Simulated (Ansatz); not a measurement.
# HfO2: band gap under strain

Aim: follow the gap of HfO2 in the fluorite structure through these states: +2.5 % equal strain in all directions; +2.5 % strain along [111] alone; -2.4 % biaxial strain in x and y, free along z. The table at the end shows which levels were run.

Code: Ansatz 0.2.0. PAW datasets, plane waves. The values are computed, spin-unpolarised, and not measurements.

**1. Starting point**

The unstrained cell was relaxed with r2SCAN; in each strained cell the atoms were relaxed again with r2SCAN. Names of k-points are those of the unstrained zone, where strain can split equivalent points. First state: +2.5 % equal strain in all directions.

The symmetry is Fm-3m (No. 225, cubic); conventional cell a = 5.186 Å, 11.63 Å³ an atom. Hf has 8 O at 2.25 Å; O has 4 Hf at 2.25 Å.

The structure in full:

```cif
data_structure
_symmetry_space_group_name_H-M 'Fm-3m'
_symmetry_Int_Tables_number 225
_cell_length_a 5.1863
_cell_length_b 5.1863
_cell_length_c 5.1863
_cell_angle_alpha 90.000
_cell_angle_beta 90.000
_cell_angle_gamma 90.000
_cell_volume 139.50
loop_
_atom_site_label
_atom_site_type_symbol
_atom_site_symmetry_multiplicity
_atom_site_Wyckoff_symbol
_atom_site_fract_x
_atom_site_fract_y
_atom_site_fract_z
_atom_site_occupancy
Hf1 Hf 4 a 0.00000 0.00000 0.00000 1
O1 O 8 c 0.25000 0.75000 0.75000 1
```

**2. +2.5 % equal strain in all directions: PBE**

Contents of input.yaml:

```yaml
crystal:
  lattice:
    - [0.0, 2.5931706045, 2.5931706045]
    - [2.5931706045, 0.0, 2.5931706045]
    - [2.5931706045, 2.5931706045, 0.0]
  atoms:
    - { symbol: Hf, position: [0.0, 0.0, 0.0] }
    - { symbol: O, position: [0.25, 0.25, 0.25] }
    - { symbol: O, position: [0.75, 0.75, 0.75] }
kpoints:
  mp_grid: { grid: [8, 8, 8] }
  band_path:
    path:
      - [0.0, 0.0, 0.0]
      - [0.5, 0.0, 0.5]
      - [0.625, 0.25, 0.625]
      - [0.375, 0.375, 0.75]
      - [0.5, 0.5, 0.5]
      - [0.5, 0.25, 0.75]
    npoints: 1
hamiltonian:
  xc: pbe
scf:
  occupations: { method: fermi_dirac, width: 0.02 }
  n_extra_bands: 4
output:
  forces: true
  stress: true
  eigenvalues: true
```

Run with:

```bash
$ ansatz run input.yaml --threads 4 --pin off --max-ram 3686MiB --backend cpu --events-out ev --progress --plain --runs-dir out
```

After this run come: +2.5 % equal strain in all directions: r2SCAN; +2.5 % equal strain in all directions: HSE06; +2.5 % strain along [111] alone: PBE; +2.5 % strain along [111] alone: r2SCAN; +2.5 % strain along [111] alone: HSE06; -2.4 % biaxial strain in x and y, free along z: PBE; -2.4 % biaxial strain in x and y, free along z: r2SCAN; -2.4 % biaxial strain in x and y, free along z: HSE06.

Before running it: what results should come out?

The runs gave:

Least gap in eV (negative: overlap):

| state | PBE | r2SCAN | HSE06 |
| --- | --- | --- | --- |
| +2.5 % equal strain in all directions | 3.62 | 4.10 | 5.19 |
| +2.5 % strain along [111] alone | 3.75 | 4.24 | 5.34 |
| -2.4 % biaxial strain in x and y, free along z | 3.59 | 4.12 | 5.26 |

Where both were run, the HSE06 gap lies +1.57 to +1.67 eV from PBE's, each on its own k points. In PBE the gap is least under -2.4 % biaxial strain in x and y, free along z (3.59 eV) and largest under +2.5 % strain along [111] alone (3.75 eV). Spin-orbit coupling is left out of the table, though the cell holds Hf (Z = 72); in an element this heavy it can shift bands and gaps by tenths of an eV.
